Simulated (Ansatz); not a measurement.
Si:

```
Si
1.0
    -1.62691    1.62691    1.32033
     1.62691   -1.62691    1.32033
     1.62691    1.62691   -1.32033
Si
1
Direct
  0.00000 0.00000 0.00000
```

This isn't the form of Si at room conditions, which is diamond.

* Program: Ansatz 0.2.0
* Task: relaxation of cell and atoms
* Functional: PBE
* Dispersion: D3(BJ)
* Potentials or basis: Ansatz PAW
* Cutoff: 420 eV (not typed: the program's choice for these potentials)
* k mesh: 13 × 13 × 13
* Occupations: fermi-dirac, width 0.05 eV
* Spin: no spin polarisation

At the start: volume 13.98 Å³/atom.

**Question.** Where does the relaxation end?

**Answer.** It ends after 6 steps and the volume is 13.77 Å³/atom (-1.5 %); space group I4/mmm (No. 139, to 0.05 Å).

The path:
```
step  energy change (eV)  largest force (eV/Å)  volume (Å³)
   1              0.0000                0.0000        13.98
   2             -0.0034                0.0000        13.84
   3             -0.0066                0.0000        14.05
   4             -0.0087                0.0000        13.77
   5             -0.0087                0.0000        13.77
   6             -0.0087                0.0000        13.77
```

Final structure:
```xyz
1
Lattice="-1.6419 1.6419 1.2769 1.6419 -1.6419 1.2769 1.6419 1.6419 -1.2769" Properties=species:S:1:pos:R:3 pbc="T T T"
Si    0.0000    0.0000    0.0000
```

Caveat: the plane-wave basis is chosen anew once the cell has moved, so the energies of steps on either side of that aren't comparable; pairwise dispersion overbinds metals, which lowers pressure and volume.
